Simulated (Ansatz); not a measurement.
SiO2: do the settings matter for the field gradients?

Cell: a computed structure from the Materials Project (it need not be an observed phase).

Space group I4/mmm (No. 139); a = 8.9441, c = 5.2235 Å.

| site | Wyckoff | site symmetry | x | y | z |
| --- | --- | --- | --- | --- | --- |
| Si | 8h | m.2m | 0.1769 | 0.1769 | 0.0000 |
| O5 | 8f | ..2/m | 0.2500 | 0.2500 | 0.2500 |
| O9 | 8i | m2m. | 0.2085 | 0.0000 | 0.0000 |

One atom of each set is listed; the run and its k-mesh use a cell of 12 atoms with edges of 6.84, 6.84, 6.84 Å.

Reference run. Computed with Ansatz: DFT, PBE, plane waves and PAW (field gradients read without the response of the frozen cores, which leaves them typically 4 to 6 % off), scalar-relativistic, 420 eV cutoff, Γ-centred 4×4×4 k-points, Fermi–Dirac smearing 0.02 eV.

Q: The input is changed as follows: `scf.convergence.dr2_threshold`: not typed → 1e-11; `hamiltonian.xc`: pbe → revpbe; `total_charge`: not typed → -1. What happens to V_zz (10²¹ V/m²) and η?

A: 

```json
{"site": "Si", "V_zz reference": "0.41", "η reference": "0.80", "V_zz changed": "0.39", "η changed": "0.85"}
{"site": "O5", "V_zz reference": "10.65", "η reference": "0.00", "V_zz changed": "10.67", "η changed": "0.03"}
{"site": "O9", "V_zz reference": "10.21", "η reference": "0.05", "V_zz changed": "10.30", "η changed": "0.07"}
```

The largest change of V_zz is on O9, from 10.21 to 10.30. The whole tensor moves most on O5, by 0.25 along its most changed direction. In per cent, |V_zz| changes by 0 to +1 on O (all sites that start above 2). The changed cell holds a charge of -1 on a uniform background, so it isn't the neutral crystal. It has an odd number of electrons and no spin polarisation, so the extra carrier is shared by both spins and spread out, where a real one carries spin and can localise. At these positions the changed run has forces up to 0.5 eV/Å, so its atoms aren't at their own equilibrium. The gap no longer holds the Fermi energy in the changed run, so its gradients also hang on the k-mesh and the smearing. SCF iterations: 6 and 15.
